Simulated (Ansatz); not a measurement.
**Gallium, fcc under BLYP: structure, energy and stiffness**

What does BLYP give for gallium in the fcc structure? We relax it, solve it on a dense k-mesh, then scale the cell to 7 volumes from 88 to 112 % of the relaxed one and try a fit of the equation of state. Spin polarisation is left out. The k-meshes are 13×13×13 for the relaxation; 20×20×20 for the dense run; 20×20×20 for the volumes.

Method: DFT BLYP, plane waves (420 eV) with PAW, scalar-relativistic; PBE-made PAW files, in Ansatz 0.2.0.

## 1. The system as given

Symmetry: Fm-3m, No. 225, cubic system. The conventional cell has a = 4.280 Å, b = 4.280 Å, c = 4.280 Å, α = 90.00°, β = 90.00°, γ = 90.00°. Ga (site symmetry m-3m) has 12 Ga at 3.03 Å as nearest neighbours.

Structure file:

```
Ga
1.0
     0.00000    2.13979    2.13979
     2.13979    0.00000    2.13979
     2.13979    2.13979    0.00000
Ga
1
Direct
  0.00000 0.00000 0.00000
```

## 2. Relaxation of the cell

File input.yaml:

```yaml
crystal:
  lattice:
    - [0.0, 2.1397919757, 2.1397919757]
    - [2.1397919757, 0.0, 2.1397919757]
    - [2.1397919757, 2.1397919757, 0.0]
  atoms:
    - { symbol: Ga, position: [0.0, 0.0, 0.0] }
hamiltonian:
  xc: blyp
  pseudopotentials:
    kind: paw
    azcp:
      Ga: "pseudopotentials/Ga.paw.azcp"
basis:
  ecutwfc: 420
  fft_grid_basis: typed
kpoints:
  mp_grid: { grid: [13, 13, 13], shift: [0, 0, 0] }
magnetization:
  spin_polarized: false
scf:
  occupations: { method: fermi_dirac, width: 0.1 }
relax:
  max_steps: 60
  f_tol: 0.01
  cell: {}
output:
  write_density: true
  write_potential: true
  elf: true
  volumetric_format: npy
```

What it wrote:

```text
Warning: RAYON_NUM_THREADS=2 ignored (pool sized by the plan → 2); use --threads N
Engine: ansatz 0.2.0, aarch64-unknown-linux-gnu
Pseudopotentials: kind: paw
Pseudopotential: Ga, paw, valence charge 13, recommended cutoff 420 eV (normal), <dir>
Functional definition: BLYP
  parameter beta = 0.0042
  parameter a = 0.04918
  parameter b = 0.132
  parameter c = 0.2533
  parameter d = 0.349
  exchange = b88_x(beta = beta)
  correlation = lyp_c(a = a, b = b, c = c, d = d)
Crystal: 1 atoms, lattice volume = 19.595 Å³
Basis set: ecut = 420 eV, 387 PW (Γ), exchange–correlation on 48×48×48 points (8 copies of the dense FFT grid, shifted against one another)
Bands: 11, of which v1, the nominal top of the filled ones, is band 7 counted from 1 (6 counted from 0)
Symmetry: 48 space group operations
Space group: Fm-3m (ITA 225), of the structure as read, at distance tolerance 2.7e-5 Å
k-points: 84 of 2197
Non-local potential: Ga, projectors of the file, l = 0: 2, l = 1: 2, l = 2: 3, l = 3: 1
PAW form: soft (Blöchl's): semilocal exchange-correlation on the pseudo side does not see the compensation charge
PAW frozen core: Ga, regenerated for the run's functional, and the local potential with it (the file was generated under x = pbe(κ = 0.804, μ = 0.2195149727645171), c = pbe(β = 0.06672455060314922))
PAW one-centre angular grid: Ga, 590 points (default); XC on 64 Gauss nodes
Initial density: superposition of atomic densities (neutral atoms: chi_scale 0, normalization atom), corrected by the library's trained network
Initial wavefunctions: pseudopotential atomic-orbital guess
Functional: x = b88, c = lyp
SCF iter   1: F=—  HF=-3792.757642 eV  |F-HF|=—  |Δ(HF+E_count)|=         —  Δρ=8.07e-3  dr2=7.54e-3  ethr=1.77e-3  ⟨swp⟩=5.0  Hψ=5504  notcnv=0
preconditioner: auto → none  [metal: Δε(μ)=0.155 eV  Ē_g=21.439 eV  σ=0.100 eV  W_gap=0.33  n_scr=8 (ndim 8)  ℏωp=30.2 eV  f_vac=0.000  D(μ)=0.36/eV (n_scr^D=0)  sad-step TF]
SCF iter   2: F=—  HF=-3792.756623 eV  |F-HF|=—  |Δ(HF+E_count)|=   1.02e-3  Δρ=5.07e-3  dr2=3.36e-3  ethr=5.80e-5  ⟨swp⟩=1.1  Hψ=1601  notcnv=0
SCF iter   3: F=—  HF=-3792.756405 eV  |F-HF|=—  |Δ(HF+E_count)|=   2.18e-4  Δρ=3.58e-4  dr2=1.76e-5  ethr=2.58e-5  ⟨swp⟩=2.0  Hψ=1014  notcnv=0
SCF iter   4: F=—  HF=-3792.756421 eV  |F-HF|=—  |Δ(HF+E_count)|=   1.62e-5  Δρ=6.62e-5  dr2=4.97e-7  ethr=1.36e-7  ⟨swp⟩=2.3  Hψ=1357  notcnv=0
iter 5 did not close the SCF: its close was put off for the readings that it lacked (scf_convergence_deferred on its scf_iter line)
SCF iter   5: F=-3792.756422 eV  HF=-3792.756422 eV  |F-HF|=2.01e-8  |Δ(HF+E_count)|=   4.89e-7  Δρ=1.24e-5  dr2=1.80e-8  ethr=3.82e-9  ⟨swp⟩=2.1  Hψ=1079  notcnv=0
SCF iter   6: F=-3792.756422 eV  HF=-3792.756422 eV  |F-HF|=4.35e-8  |Δ(HF+E_count)|=   5.59e-8  Δρ=1.53e-5  dr2=2.48e-8  ethr=1.39e-10  ⟨swp⟩=4.5  Hψ=4507  notcnv=0
SCF 1 converged in 6 iterations: F = -3792.756422 eV  dr2 = 2.48e-8
relax step   1: F+E_penalty+E_count = -3792.75642158 eV  Δ(F+E_penalty+E_count) = +0.000e0 eV  max|allowed force component| = 0.000e0 eV/Å  Δτ_max = 0.0000 Å  P = +3.867 GPa  Ω = 19.595 Å³  (6 SCF iters, dr2 threshold 1.00e-7 eV, accepted)
Crystal: 1 atoms, lattice volume = 21.126 Å³
Basis set: ecut = 420 eV, 411 PW (Γ), exchange–correlation on 48×48×48 points (8 copies of the dense FFT grid, shifted against one another)
Initial density: handed on by an earlier stage of this run
Initial wavefunctions: those handed on with the density
iter 1 solved again at ethr=5.13e-6 eV; its pass at ethr=3.10e-3 eV (dr2=6.66e-4 eV) is discarded
SCF iter   1: F=—  HF=-3792.777453 eV  |F-HF|=—  |Δ(HF+E_count)|=         —  Δρ=1.75e-3  dr2=7.01e-4  ethr=5.13e-6  ⟨swp⟩=1.5  Hψ=8052  notcnv=0
preconditioner: auto → none  [metal: Δε(μ)=0.134 eV  Ē_g=20.962 eV  σ=0.100 eV  W_gap=0.30  n_scr=8 (ndim 8)  ℏωp=29.1 eV  f_vac=0.000  D(μ)=0.43/eV (n_scr^D=0)]
SCF iter   2: F=—  HF=-3792.777197 eV  |F-HF|=—  |Δ(HF+E_count)|=   2.56e-4  Δρ=9.28e-4  dr2=7.71e-5  ethr=5.13e-6  ⟨swp⟩=2.2  Hψ=1461  notcnv=0
SCF iter   3: F=—  HF=-3792.777171 eV  |F-HF|=—  |Δ(HF+E_count)|=   2.59e-5  Δρ=3.37e-4  dr2=1.72e-5  ethr=5.93e-7  ⟨swp⟩=2.0  Hψ=1344  notcnv=0
SCF iter   4: F=—  HF=-3792.777172 eV  |F-HF|=—  |Δ(HF+E_count)|=   1.32e-6  Δρ=8.69e-5  dr2=7.33e-7  ethr=1.33e-7  ⟨swp⟩=2.5  Hψ=1386  notcnv=0
SCF iter   5: F=-3792.777173 eV  HF=-3792.777173 eV  |F-HF|=1.51e-9  |Δ(HF+E_count)|=   5.35e-7  Δρ=2.10e-6  dr2=5.76e-10  ethr=7.69e-10  ⟨swp⟩=8.1  Hψ=4626  notcnv=0
SCF 2 converged in 5 iterations: F = -3792.777173 eV  dr2 = 5.76e-10
relax step   2: F+E_penalty+E_count = -3792.77717279 eV  Δ(F+E_penalty+E_count) = -2.075e-2 eV  max|allowed force component| = 0.000e0 eV/Å  Δτ_max = 0.0000 Å  P = +0.752 GPa  Ω = 21.126 Å³  energy of the carried Pulay correction = -2.685e-4 eV  (5 SCF iters, dr2 threshold 1.00e-7 eV, accepted)
Crystal: 1 atoms, lattice volume = 21.532 Å³
iter 1 solved again at ethr=3.76e-7 eV; its pass at ethr=3.10e-3 eV (dr2=4.89e-5 eV) is discarded
SCF iter   1: F=—  HF=-3792.778213 eV  |F-HF|=—  |Δ(HF+E_count)|=         —  Δρ=4.08e-4  dr2=3.90e-5  ethr=3.76e-7  ⟨swp⟩=3.0  Hψ=7641  notcnv=0
preconditioner: auto → none  [metal: Δε(μ)=0.129 eV  Ē_g=20.804 eV  σ=0.100 eV  W_gap=0.30  n_scr=8 (ndim 8)  ℏωp=28.9 eV  f_vac=0.000  D(μ)=0.46/eV (n_scr^D=0)]
SCF iter   2: F=—  HF=-3792.778199 eV  |F-HF|=—  |Δ(HF+E_count)|=   1.44e-5  Δρ=2.14e-4  dr2=4.24e-6  ethr=3.00e-7  ⟨swp⟩=2.3  Hψ=1466  notcnv=0
SCF iter   3: F=—  HF=-3792.778198 eV  |F-HF|=—  |Δ(HF+E_count)|=   1.31e-6  Δρ=7.40e-5  dr2=8.87e-7  ethr=3.26e-8  ⟨swp⟩=2.0  Hψ=1346  notcnv=0
SCF iter   4: F=-3792.778198 eV  HF=-3792.778198 eV  |F-HF|=2.95e-8  |Δ(HF+E_count)|=   5.36e-8  Δρ=2.10e-5  dr2=4.38e-8  ethr=7.69e-10  ⟨swp⟩=6.0  Hψ=5294  notcnv=0
SCF 3 converged in 4 iterations: F = -3792.778198 eV  dr2 = 4.38e-8
relax step   3: F+E_penalty+E_count = -3792.77819776 eV  Δ(F+E_penalty+E_count) = -1.025e-3 eV  max|allowed force component| = 0.000e0 eV/Å  Δτ_max = 0.0000 Å  P = +0.123 GPa  Ω = 21.532 Å³  energy of the carried Pulay correction = -3.363e-4 eV  (4 SCF iters, dr2 threshold 1.00e-7 eV, accepted)
Crystal: 1 atoms, lattice volume = 21.613 Å³
iter 1 solved again at ethr=1.53e-8 eV; its pass at ethr=3.10e-3 eV (dr2=1.98e-6 eV) is discarded
SCF iter   1: F=—  HF=-3792.778217 eV  |F-HF|=—  |Δ(HF+E_count)|=         —  Δρ=8.40e-5  dr2=1.45e-6  ethr=1.53e-8  ⟨swp⟩=3.2  Hψ=7405  notcnv=0
preconditioner: auto → none  [metal: Δε(μ)=0.128 eV  Ē_g=20.771 eV  σ=0.100 eV  W_gap=0.30  n_scr=8 (ndim 8)  ℏωp=28.8 eV  f_vac=0.000  D(μ)=0.46/eV (n_scr^D=0)]
SCF iter   2: F=—  HF=-3792.778217 eV  |F-HF|=—  |Δ(HF+E_count)|=   4.82e-7  Δρ=5.06e-5  dr2=2.22e-7  ethr=1.12e-8  ⟨swp⟩=2.3  Hψ=1454  notcnv=0
SCF iter   3: F=—  HF=-3792.778217 eV  |F-HF|=—  |Δ(HF+E_count)|=   1.47e-8  Δρ=1.55e-5  dr2=3.74e-8  ethr=2.90e-10  ⟨swp⟩=7.6  Hψ=4784  notcnv=0
SCF iter   4: F=-3792.778217 eV  HF=-3792.778217 eV  |F-HF|=5.39e-10  |Δ(HF+E_count)|=   1.28e-8  Δρ=3.91e-6  dr2=1.95e-9  ethr=2.88e-10  ⟨swp⟩=7.1  Hψ=4448  notcnv=0
SCF 4 converged in 4 iterations: F = -3792.778217 eV  dr2 = 1.95e-9
relax step   4: F+E_penalty+E_count = -3792.77821679 eV  Δ(F+E_penalty+E_count) = -1.903e-5 eV  max|allowed force component| = 0.000e0 eV/Å  Δτ_max = 0.0000 Å  P = +0.005 GPa  Ω = 21.613 Å³  energy of the carried Pulay correction = -3.497e-4 eV  (4 SCF iters, dr2 threshold 3.77e-8 eV, accepted)
Initial wavefunctions: pseudopotential atomic-orbital guess (no wavefunctions were taken with the density)
iter 1 solved again at ethr=2.15e-7 eV; its pass at ethr=3.10e-3 eV (dr2=2.80e-5 eV) is discarded
SCF iter   1: F=—  HF=-3792.773499 eV  |F-HF|=—  |Δ(HF+E_count)|=         —  Δρ=1.06e-3  dr2=5.44e-6  ethr=2.15e-7  ⟨swp⟩=2.1  Hψ=7433  notcnv=0
preconditioner: auto → none  [metal: Δε(μ)=0.128 eV  Ē_g=20.769 eV  σ=0.100 eV  W_gap=0.30  n_scr=8 (ndim 8)  ℏωp=28.8 eV  f_vac=0.000  D(μ)=0.46/eV (n_scr^D=0)]
SCF iter   2: F=—  HF=-3792.777247 eV  |F-HF|=—  |Δ(HF+E_count)|=   3.75e-3  Δρ=5.30e-4  dr2=1.37e-6  ethr=4.18e-8  ⟨swp⟩=2.0  Hψ=1058  notcnv=0
SCF iter   3: F=—  HF=-3792.778520 eV  |F-HF|=—  |Δ(HF+E_count)|=   1.27e-3  Δρ=3.00e-5  dr2=1.49e-8  ethr=1.06e-8  ⟨swp⟩=2.0  Hψ=1056  notcnv=0
SCF iter   4: F=—  HF=-3792.778524 eV  |F-HF|=—  |Δ(HF+E_count)|=   3.62e-6  Δρ=5.67e-6  dr2=1.52e-9  ethr=1.15e-10  ⟨swp⟩=2.0  Hψ=1468  notcnv=0
SCF iter   5: F=—  HF=-3792.778524 eV  |F-HF|=—  |Δ(HF+E_count)|=   8.15e-8  Δρ=8.47e-7  dr2=4.38e-11  ethr=1.17e-11  ⟨swp⟩=2.0  Hψ=1468  notcnv=0
SCF iter   6: F=-3792.778524 eV  HF=-3792.778524 eV  |F-HF|=6.82e-12  |Δ(HF+E_count)|=   1.14e-9  Δρ=5.49e-8  dr2=1.46e-13  ethr=1.00e-12  ⟨swp⟩=5.0  Hψ=3372  notcnv=0
SCF 5 converged in 6 iterations: F = -3792.778524 eV  dr2 = 1.46e-13
relax step   5: F+E_penalty+E_count = -3792.77852363 eV  Δ(F+E_penalty+E_count) = -3.068e-4 eV  max|allowed force component| = 0.000e0 eV/Å  Δτ_max = 0.0000 Å  P = +0.004 GPa  Ω = 21.613 Å³  stress off target by 3.50e-3 GPa  SCF on the basis re-selected at this cell (its energy is not comparable with the rows above)  (6 SCF iters)
basis re-selected at this cell: Δ(F+E_penalty+E_count) = -3.068e-4 eV, ΔP = -0.002 GPa vs the last step (what re-selecting the basis moved, of the pressure what is left beyond the Pulay correction that the steps carried, after the strain that the cell walked since its last selection, with what the two solves' SCF thresholds leave and, on support functions, any second-order correction that the steps lacked; it is no measure of the basis error at this ecutwfc). This SCF's stress stands 3.50e-3 GPa from its target on what of the cell is left free (relax.cell.stress_tol is 5.00e-2 GPa) and its largest allowed force component is 0.00e0 eV/Å (relax.f_tol is 1.00e-2 eV/Å): within both
SCF converged after 6 iterations
Free energy (F): -3792.778524 eV
Harris-Foulkes:  -3792.778524 eV  (|F-HF|=6.82e-12)
Internal energy: -3792.763207 eV  (E = F + TS)
E sigma→0 (E₀):  -3792.770865 eV
Entropy (-TS):   -0.015317 eV (-15.317 meV/atom)
Fermi energy:    8.455414 eV
--- Per-component energies (eV) ---
  E_band       = -51.468810
  E_kinetic    = 114.235274
  E_local      = -1873.333584  (includes V_loc(G=0)·N_el)
  E_nonlocal   = 416.400249
  E_hartree    = 874.688387
  E_xc         = -68.253468
  E_vxc        = -56.298662  (∫ρ·V_xc dr)
  E_paw        = -1994.851172  (= ΣΔE_a)
  E_vpaw       = -401.848735  (= ΣTr[D̂ρ^β])
  E_aug_tail   = -0.000118  (compensation charges beyond the density's cutoff)
  E_ewald      = -1261.664912
  E_core_change = 0.016136  (= ΣΔE_core)
  E_smearing   = -0.015317  (= −TS)
  E_closure    = 0.000000  (closes the sum)
  Σ components = -3792.778524   (vs F -3792.778524, Δ=0.00e0)
--- Forces (eV/Å), atoms counted from 1 ---
  atom   1  Ga    -0.00000000    -0.00000000    -0.00000000
  max |Σ_I F_I| component: 9.04e-32 eV/Å
--- Stress (GPa, compression-positive) ---
        0.003504       0.000000       0.000000
        0.000000       0.003504       0.000000
        0.000000       0.000000       0.003504
  P = ⅓ Tr σ = 0.0035 GPa (0.035 kbar)
--- Band table (eV; the first three rows and the last of 84) ---
  k-point 0: bands = ["-6.4920", "-6.4920", "-6.4920", "-6.4077", "-6.4077", "-1.6205", "18.9381", "18.9381", "18.9381", "23.3658", "23.3658"]
  k-point 1: bands = ["-6.4929", "-6.4870", "-6.4870", "-6.4083", "-6.4083", "-1.4843", "17.5653", "18.7166", "18.7166", "22.4949", "23.7503"]
  k-point 2: bands = ["-6.4963", "-6.4763", "-6.4763", "-6.4066", "-6.4066", "-1.0743", "14.9783", "18.2384", "18.2384", "22.0103", "24.4742"]
  k-point 83: bands = ["-6.5009", "-6.4826", "-6.4477", "-6.3835", "-6.3176", "5.8433", "8.2991", "8.8591", "10.5121", "22.3998", "23.7333"]
--- Relaxed structure (4 steps of the walk, 4 accepted, 1 SCFs on fresh bases) ---
  F+E_penalty+E_count = -3792.77852363 eV   max|allowed force component| = 0.000e0 eV/Å   (the final SCF, on the basis selected at the relaxed cell)
  cell:  # Å, volume = 21.6129 Å³
    - [3.057223219737353e-34, 2.2108575614660957, 2.2108575614660957]
    - [2.2108575614660957, 1.2228892878949414e-33, 2.2108575614660957]
    - [2.2108575614660957, 2.2108575614660957, 5.09537203289559e-34]
  atoms:
    - { symbol: Ga, position: [0.0, 0.0, 0.0] }
```

Wall time 4.4 s (2 threads of an Arm CPU, shared host); peak memory 0.3 GiB.

Step by step:

```
step  energy change (meV/atom)  largest force (eV/Å)  pressure (GPa)  volume (Å³/atom)
   1                      0.00                0.0000            3.87            19.595
   2                    -20.75                0.0000            0.75            21.126
   3                    -21.78                0.0000            0.12            21.532
   4                    -21.80                0.0000            0.01            21.613
   5                    -22.10                0.0000            0.00            21.613
```

Steps that repeat a cell are solved on a basis chosen anew, so their changes of energy are no gain of the relaxation.

Changes in the cell that was computed:

|  | before | after | change |
| --- | --- | --- | --- |
| a (Å) | 3.026 | 3.127 | +3.3 % |
| b (Å) | 3.026 | 3.127 | +3.3 % |
| c (Å) | 3.026 | 3.127 | +3.3 % |
| volume (Å³/atom) | 19.595 | 21.613 | +10.3 % |
| shortest distance (Å) | 3.026 | 3.127 | +3.3 % |
| space group (spins left aside) | Fm-3m | Fm-3m | same |

## 3. Single point on a dense mesh

File input.yaml:

```yaml
crystal:
  lattice:
    - [0.0, 2.2108575615, 2.2108575615]
    - [2.2108575615, 0.0, 2.2108575615]
    - [2.2108575615, 2.2108575615, 0.0]
  atoms:
    - { symbol: Ga, position: [0.0, 0.0, 0.0] }
hamiltonian:
  xc: blyp
  pseudopotentials:
    kind: paw
    azcp:
      Ga: "pseudopotentials/Ga.paw.azcp"
basis:
  ecutwfc: 420
  fft_grid_basis: typed
kpoints:
  mp_grid: { grid: [20, 20, 20], shift: [0, 0, 0] }
magnetization:
  spin_polarized: false
scf:
  occupations: { method: fermi_dirac, width: 0.1 }
```

What it wrote, cut to the lines that bear on the results:

```text
Warning: RAYON_NUM_THREADS=2 ignored (pool sized by the plan → 2); use --threads N
[...]
[... 3 set-up lines as earlier in the session ...]
[...]
Crystal: 1 atoms, lattice volume = 21.613 Å³
Basis set: ecut = 420 eV, 411 PW (Γ), exchange–correlation on 48×48×48 points (8 copies of the dense FFT grid, shifted against one another)
Bands: 11, of which v1, the nominal top of the filled ones, is band 7 counted from 1 (6 counted from 0)
[... 1 set-up line as earlier in the session ...]
Space group: Fm-3m (ITA 225), of the structure as read, at distance tolerance 2.8e-5 Å
k-points: 256 of 8000
[...]
SCF iter   1: F=—  HF=-3792.780616 eV  |F-HF|=—  |Δ(HF+E_count)|=         —  Δρ=7.30e-3  dr2=7.33e-3  ethr=1.77e-3  ⟨swp⟩=5.1  Hψ=16708  notcnv=0
[...]
SCF iter   7: F=-3792.779443 eV  HF=-3792.779443 eV  |F-HF|=7.12e-9  |Δ(HF+E_count)|=   3.27e-8  Δρ=1.02e-5  dr2=1.42e-8  ethr=7.69e-10  ⟨swp⟩=1.1  Hψ=8216  notcnv=0
[...]
SCF converged after 7 iterations
Free energy (F): -3792.779443 eV
[...]
E sigma→0 (E₀):  -3792.771696 eV
Entropy (-TS):   -0.015494 eV (-15.494 meV/atom)
Fermi energy:    8.439269 eV
[...]
```

It took 2.4 s on 2 threads of an Arm CPU, shared host; peak memory 0.32 GiB.

## 4. Volume × 0.88

Edit input.yaml of step 3 so:

```diff
@@ -2,5 +2,5 @@
   lattice:
-    - [0.0, 2.2108575615, 2.2108575615]
-    - [2.2108575615, 0.0, 2.2108575615]
-    - [2.2108575615, 2.2108575615, 0.0]
+    - [0.0, 2.1186293642, 2.1186293642]
+    - [2.1186293642, 0.0, 2.1186293642]
+    - [2.1186293642, 2.1186293642, 0.0]
   atoms:
@@ -22 +22,3 @@
   occupations: { method: fermi_dirac, width: 0.1 }
+output:
+  stress: true
```

What it wrote, cut to the lines that bear on the results:

```text
Warning: RAYON_NUM_THREADS=2 ignored (pool sized by the plan → 2); use --threads N
[...]
[... 3 set-up lines as earlier in the session ...]
[...]
Crystal: 1 atoms, lattice volume = 19.019 Å³
Basis set: ecut = 420 eV, 339 PW (Γ), exchange–correlation on 48×48×48 points (8 copies of the dense FFT grid, shifted against one another)
Bands: 11, of which v1, the nominal top of the filled ones, is band 7 counted from 1 (6 counted from 0)
[... 2 set-up lines as earlier in the session ...]
k-points: 256 of 8000
[...]
SCF iter   1: F=—  HF=-3792.742353 eV  |F-HF|=—  |Δ(HF+E_count)|=         —  Δρ=8.26e-3  dr2=7.61e-3  ethr=1.77e-3  ⟨swp⟩=5.0  Hψ=16911  notcnv=0
[...]
SCF iter   6: F=-3792.741117 eV  HF=-3792.741117 eV  |F-HF|=1.00e-9  |Δ(HF+E_count)|=   1.41e-7  Δρ=3.10e-6  dr2=9.15e-10  ethr=7.69e-10  ⟨swp⟩=2.8  Hψ=10724  notcnv=0
[...]
SCF converged after 6 iterations
Free energy (F): -3792.741117 eV
[...]
E sigma→0 (E₀):  -3792.734569 eV
Entropy (-TS):   -0.013096 eV (-13.096 meV/atom)
Fermi energy:    10.079399 eV
[...]
--- Stress (GPa, compression-positive) ---
        5.342972      -0.000000      -0.000000
       -0.000000       5.342972      -0.000000
        0.000000       0.000000       5.342972
  P = ⅓ Tr σ = 5.3430 GPa (53.430 kbar)
```

Run time: 2.2 s. Hardware: 2 threads of an Arm CPU, shared host; peak memory 0.33 GiB.

## 5. Volume × 0.92

Edit input.yaml of step 4 so:

```diff
@@ -2,5 +2,5 @@
   lattice:
-    - [0.0, 2.1186293642, 2.1186293642]
-    - [2.1186293642, 0.0, 2.1186293642]
-    - [2.1186293642, 2.1186293642, 0.0]
+    - [0.0, 2.1502553606, 2.1502553606]
+    - [2.1502553606, 0.0, 2.1502553606]
+    - [2.1502553606, 2.1502553606, 0.0]
   atoms:
```

What it wrote, cut to the lines that bear on the results:

```text
Warning: RAYON_NUM_THREADS=2 ignored (pool sized by the plan → 2); use --threads N
[...]
[... 3 set-up lines as earlier in the session ...]
[...]
Crystal: 1 atoms, lattice volume = 19.884 Å³
Basis set: ecut = 420 eV, 387 PW (Γ), exchange–correlation on 48×48×48 points (8 copies of the dense FFT grid, shifted against one another)
Bands: 11, of which v1, the nominal top of the filled ones, is band 7 counted from 1 (6 counted from 0)
[... 2 set-up lines as earlier in the session ...]
k-points: 256 of 8000
[...]
SCF iter   1: F=—  HF=-3792.764934 eV  |F-HF|=—  |Δ(HF+E_count)|=         —  Δρ=7.86e-3  dr2=7.38e-3  ethr=1.77e-3  ⟨swp⟩=5.0  Hψ=16839  notcnv=0
[...]
SCF iter   6: F=-3792.763732 eV  HF=-3792.763732 eV  |F-HF|=5.03e-9  |Δ(HF+E_count)|=   4.29e-8  Δρ=5.05e-6  dr2=2.77e-9  ethr=2.13e-10  ⟨swp⟩=2.0  Hψ=9506  notcnv=0
[...]
SCF converged after 6 iterations
Free energy (F): -3792.763732 eV
[...]
E sigma→0 (E₀):  -3792.756743 eV
Entropy (-TS):   -0.013980 eV (-13.980 meV/atom)
Fermi energy:    9.486192 eV
[...]
--- Stress (GPa, compression-positive) ---
        3.131195       0.000000      -0.000000
        0.000000       3.131195       0.000000
       -0.000000       0.000000       3.131195
  P = ⅓ Tr σ = 3.1312 GPa (31.312 kbar)
```

Run time: 2.3 s. Hardware: 2 threads of an Arm CPU, shared host; peak memory 0.33 GiB.

## 6. Volume × 0.96

Edit input.yaml of step 5 so:

```diff
@@ -2,5 +2,5 @@
   lattice:
-    - [0.0, 2.1502553606, 2.1502553606]
-    - [2.1502553606, 0.0, 2.1502553606]
-    - [2.1502553606, 2.1502553606, 0.0]
+    - [0.0, 2.1809774451, 2.1809774451]
+    - [2.1809774451, 0.0, 2.1809774451]
+    - [2.1809774451, 2.1809774451, 0.0]
   atoms:
```

What it wrote, cut to the lines that bear on the results:

```text
Warning: RAYON_NUM_THREADS=2 ignored (pool sized by the plan → 2); use --threads N
[...]
[... 3 set-up lines as earlier in the session ...]
[...]
Crystal: 1 atoms, lattice volume = 20.748 Å³
Basis set: ecut = 420 eV, 411 PW (Γ), exchange–correlation on 48×48×48 points (8 copies of the dense FFT grid, shifted against one another)
Bands: 11, of which v1, the nominal top of the filled ones, is band 7 counted from 1 (6 counted from 0)
[... 2 set-up lines as earlier in the session ...]
k-points: 256 of 8000
[...]
SCF iter   1: F=—  HF=-3792.776947 eV  |F-HF|=—  |Δ(HF+E_count)|=         —  Δρ=7.54e-3  dr2=7.30e-3  ethr=1.77e-3  ⟨swp⟩=5.0  Hψ=16545  notcnv=0
[...]
SCF iter   7: F=-3792.775762 eV  HF=-3792.775762 eV  |F-HF|=9.41e-9  |Δ(HF+E_count)|=   2.08e-7  Δρ=7.44e-6  dr2=6.48e-9  ethr=7.69e-10  ⟨swp⟩=2.3  Hψ=10023  notcnv=0
[...]
SCF converged after 7 iterations
Free energy (F): -3792.775762 eV
[...]
E sigma→0 (E₀):  -3792.768366 eV
Entropy (-TS):   -0.014794 eV (-14.794 meV/atom)
Fermi energy:    8.941249 eV
[...]
--- Stress (GPa, compression-positive) ---
        1.395301      -0.000000      -0.000000
       -0.000000       1.395301      -0.000000
       -0.000000       0.000000       1.395301
  P = ⅓ Tr σ = 1.3953 GPa (13.953 kbar)
```

Run time: 2.5 s. Hardware: 2 threads of an Arm CPU, shared host; peak memory 0.33 GiB.

(Part 1 of 2 ends here.)
